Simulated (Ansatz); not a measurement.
**Li2O**

Computed with Ansatz (plane waves, PAW, 500 eV cutoff): r²SCAN, scalar-relativistic, no spin polarisation, 8×8×8 k-mesh, Gaussian smearing of 0.05 eV. The datasets are Ansatz's generated set soft_2.

```cif
data_structure
_symmetry_space_group_name_H-M 'P 1'
_symmetry_Int_Tables_number 1
_cell_length_a 3.2337
_cell_length_b 3.2337
_cell_length_c 3.2337
_cell_angle_alpha 60.000
_cell_angle_beta 60.000
_cell_angle_gamma 60.000
_cell_volume 23.91
loop_
_atom_site_label
_atom_site_type_symbol
_atom_site_fract_x
_atom_site_fract_y
_atom_site_fract_z
_atom_site_occupancy
Li1 Li 0.25000 0.25000 0.25000 1
Li2 Li 0.75000 0.75000 0.75000 1
O1 O 0.00000 0.00000 0.00000 1
```

The chain of runs began from a cell as deposited in COD, expanded in volume.

The cell is relaxed to zero pressure at this level.

```json
{
 "Space group": "Fm-3m (No. 225)",
 "Volume": "7.97 Å³/atom",
 "Band gap": "5.77 eV",
 "Smallest direct gap": "6.20 eV",
 "Bader charges": "Li 0.87; O -1.73 e",
 "Formation energy from the elements (0 K, uncorrected)": "-1.98 eV/atom"
}
```

Bader charges against formal ones: Li +0.87 (+1), O −1.73 (−2). The cations give up 87 % of the formal charge; Bader charges stay under formal ones because the anions' density reaches into the cations' basins, though a share this high marks a strongly ionic bond.

Formal charges Li⁺, O²⁻ balance and leave closed shells on every ion, so a band insulator is expected, and the gap is 5.77 eV.

**The experiment.** The Crystallography Open Database holds a measured cell of cubic Li2O (space group Fm-3m), temperature not stated (2004, doi:10.1021/ic049138z): a = 4.627 Å, 8.26 Å³/atom.

**Against experiment.** r²SCAN gives 4.573 Å and 7.97 Å³/atom, −3.5 % in volume (−1.2 % in length) from the database's cell. The static lattice lacks zero-point motion and thermal expansion; that covers some of the miss, perhaps all. The database's entry may also be off.

Semilocal functionals underestimate band gaps, commonly by a third or more.
